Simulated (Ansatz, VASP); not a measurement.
I in VASP and in Ansatz

```xyz
1
Lattice="0.0000 2.3132 2.3132 2.3132 0.0000 2.3132 2.3132 2.3132 0.0000" Properties=species:S:1:pos:R:3 pbc="T T T"
I     0.0000    0.0000    0.0000
```

Change from the starting cell: volume scaled by 0.8, LAPW.

Alike in both runs: task single point; functional LDA; k mesh 14 × 14 × 14; occupations fermi-dirac, width 0.05 eV; no spin polarisation.

|  | VASP | Ansatz |
| --- | --- | --- |
| version | VASP 6.6.1 | Ansatz 0.2.0 |
| potentials or method | VASP PAW LDA potentials, release 64 (I), cutoff 520 eV | all-electron LAPW, scalar-relativistic |

```tsv
	VASP	Ansatz	Ansatz less VASP
pressure (GPa)	14.9	15.0	+0.07
```

Ansatz ran all-electron here, so the differences hold the error of VASP's frozen core and of both bases.

Caveats: an odd number of electrons without spin polarisation forces a metal; a magnetic or distorted state may lie lower. Spin-orbit coupling is left out, which matters for the levels of I.
